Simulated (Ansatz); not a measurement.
The system is PtS2.

```
Pt S
1.0
     3.54320    0.00000    0.00000
    -1.77160    3.06850    0.00000
     0.00000    0.00000    5.03880
Pt S
1 2
Direct
  0.00000 0.00000 0.00000
  0.66667 0.33333 0.77300
  0.33333 0.66667 0.22700
```

Base run:

```yaml
Program: Ansatz 0.2.0
Functional: HSE06 form with a typed share of exact exchange
Potentials_or_basis: Ansatz PAW
Cutoff: "420 eV (not typed: the program's choice for these potentials)"
k_mesh: 5 × 5 × 3
Occupations: fermi-dirac, width 0.05 eV
Spin: no spin polarisation
```

Its results: band gap on the k mesh 2.21 eV, indirect (least direct gap 2.48 eV); pressure 6.7 GPa; largest force 0.874 eV/Å.

Problem. After a change of settings the same cell gave: band gap on the k mesh 0.90 eV, indirect (least direct gap 0.95 eV); pressure 3.6 GPa; largest force 0.805 eV/Å. Which change was it?
A. screening (1/å) from 0.1 to 0.3
B. screening (1/å) from 0.1 to 0.15
C. functional from HSE06 form with a typed share of exact exchange to LDA; k mesh from 5 × 5 × 3 to 9 × 9 × 5
D. screening (1/å) from 0.1 to 0.2

Solution. C.

Caveats: spin-orbit coupling is left out, which moves the levels of the heavy elements; the PAW data sets come from PBE, with cores solved anew for the run's functional, which leaves a small shift of forces and pressure; odd divisions of the mesh miss points on the zone boundary, where band edges often lie, so the gap on the mesh can be too wide (some runs); the thresholds are loose for stress (some runs).

Runs at the PBE level aren't shown here.
